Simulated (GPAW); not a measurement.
Ti:

```
CELL_PARAMETERS angstrom
-1.64100 1.64100 1.64100
1.64100 -1.64100 1.64100
1.64100 1.64100 -1.64100
ATOMIC_POSITIONS crystal
Ti 0.00000 0.00000 0.00000
```

This isn't the form of Ti at room conditions, which is hcp.

* Program: GPAW 26.7.0
* Task: relaxation of cell and atoms
* Functional: BLYP
* Dispersion: D3(BJ)
* Potentials or basis: PAW data sets generated in the run's folder for this functional
* Cutoff: 600 eV
* Basis: pw
* k mesh: 11 × 11 × 11
* Occupations: fermi-dirac, width 0.05 eV
* Spin: no spin polarisation

At the start: pressure -14.2 GPa; volume 17.68 Å³/atom.

Problem. How do energy, volume and symmetry change on relaxing?

Solution. Over 4 steps the energy falls by 107.3 meV/atom and the volume is 15.26 Å³/atom (-13.7 %); space group Im-3m (No. 229, to 0.05 Å).

Step by step:
```tsv
step	energy change (eV)	largest force (eV/Å)	pressure (GPa)	volume (Å³)
1	0.0000	0.0000	-14.18	17.68
2	-0.0771	0.0000	-8.67	16.53
3	-0.1060	0.0000	1.18	15.11
4	-0.1073	0.0000	-0.05	15.26
```

Final structure:
```xyz
1
Lattice="-1.5626 1.5626 1.5626 1.5626 -1.5626 1.5626 1.5626 1.5626 -1.5626" Properties=species:S:1:pos:R:3 pbc="T T T"
Ti    0.0000    0.0000    0.0000
```

Caveat: later steps reuse the first step's grids; the volume moved by -14 % from the deposited cell, more than functionals usually miss; pairwise dispersion overbinds metals, which lowers pressure and volume.
